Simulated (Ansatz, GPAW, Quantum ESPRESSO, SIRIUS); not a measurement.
**One calculation of Ni3Ge, 5 ways**

```
CELL_PARAMETERS angstrom
3.53033 0.00000 0.00000
0.00000 3.53033 0.00000
0.00000 0.00000 3.53033
ATOMIC_POSITIONS crystal
Ge 0.00000 0.00000 0.00000
Ni 0.50000 0.50000 0.00000
Ni 0.00000 0.50000 0.50000
Ni 0.50000 0.00000 0.50000
```

The cell comes from a database or a generator and needn't be the stable form of this composition.

Alike in all runs: task single point; functional PBEsol; k mesh 8 × 8 × 8; occupations fermi-dirac, width 0.05 eV; collinear spin, ferromagnetic start; no spin-orbit coupling. A missing gap at this level doesn't show that the real crystal is a metal. Pressure is positive in compression and, in plane waves, holds the error of the finite cutoff, which Ansatz's Pulay term estimates and takes out.

```tsv
program and potentials	plane-wave cutoff (eV)	notes	band gap (eV)	pressure (GPa)	net moment per atom (μB)
Ansatz, Ansatz PAW	420	potentials made for PBE, which Ansatz adapts in part; 17 valence electrons an atom on average	?	?	?
Ansatz, all-electron LAPW, scalar-relativistic	-	-	no gap	-0.95	0.00
SIRIUS, all-electron FP-LAPW, apw+lo standard	-	-	no gap	-	0.00
Quantum ESPRESSO, GBRV 1.5 PBEsol	612	17 valence electrons an atom on average	no gap	-1.19	0.00
GPAW, PAW data sets generated for this functional	600	13 valence electrons an atom on average; this data set often lies off other programs	no gap	1.36	0.00
```

**Question.** Estimate from the other rows what the run with Ansatz, Ansatz PAW gave.

**Answer.** No band gap; pressure -0.97 GPa; net moment per atom 0.00 μB. Its pressure holds a Pulay term of +0.06 GPa. The other rows, which needn't bracket it: pressure -1.19 to 1.36; net moment per atom 0.00.
